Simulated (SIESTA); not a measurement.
Runs of SIESTA 5.4.2 on BaTiO3. It takes space group P4mm (No. 99, tetragonal). The conventional cell has a = 4.000 Å, b = 4.000 Å, c = 4.018 Å, α = 90.00°, β = 90.00°, γ = 90.00°. Ba (site symmetry 4mm) has 12 O at 2.79 to 2.88 Å as nearest neighbours. Ti (site symmetry 4mm) is surrounded by 6 O at 1.89 to 2.13 Å. O (site symmetry 2mm) has 2 Ti at 2.00 Å as nearest neighbours. O (site symmetry 4mm) is surrounded by 2 Ti at 1.89 to 2.13 Å. 

```csv
level,potentials or basis,spin,k mesh,gap on the mesh (eV),pressure (GPa),moment (μB),largest force (eV/Å)
AM05,"PseudoDojo 0.4 standard (PBEsol files), DZP (energy shift 0.003 Ry; two zetas on semicore shells; d shell added on Ba)",off,7 × 7 × 7,(a),(c),-,0.30
RPBE,"PseudoDojo 0.4 standard (PBE files), DZP (energy shift 0.003 Ry; two zetas on semicore shells; d shell added on Ba)",off,7 × 7 × 7,1.83,(d),-,0.23
PBE,"PseudoDojo 0.4 standard (PBE files, fully relativistic), DZP (energy shift 0.003 Ry; two zetas on semicore shells; d shell added on Ba)","non-collinear, zero start, SOC",5 × 5 × 5,1.87,4.5,0.00,(b)
PBE,"PseudoDojo 0.4 standard (PBE files, fully relativistic), TZP (energy shift 0.003 Ry; two zetas on semicore shells; d shell added on Ba)","non-collinear, zero start, SOC",5 × 5 × 5,1.89,4.3,0.00,0.21
PBE,"PseudoDojo 0.4 standard (PBE files), TZDP (energy shift 0.003 Ry; two zetas on semicore shells; d shell added on Ba)",off,7 × 7 × 7,1.86,4.5,-,0.16
PBE,"PseudoDojo 0.4 standard (PBE files), DZP (energy shift 0.003 Ry; two zetas on semicore shells; d shell added on Ba)",off,7 × 7 × 7,1.81,4.6,-,0.21
```

Alike in all rows: task band structure; cell as given; smearing fermi-dirac 0.05 eV; grid cutoff 800 Ry; energy shift 0.003 Ry.

Fill in the values left out.

(a) 1.77; (b) 0.22; (c) -0.9; (d) 8.4.

Caveats: this set's barium file shifts pressures by up to 1 GPa against other sets; the mesh misses the band edges, which the band path finds closer together; the basis of atomic orbitals isn't converged, which shifts pressures, moduli and gaps; spin-orbit coupling is left out, which moves the levels of the heavy elements (some runs); the potentials were made for another functional, which shifts forces and pressure (some runs).

A k mesh can miss the band edges, and rows without SOC leave out spin-orbit coupling on Ba.
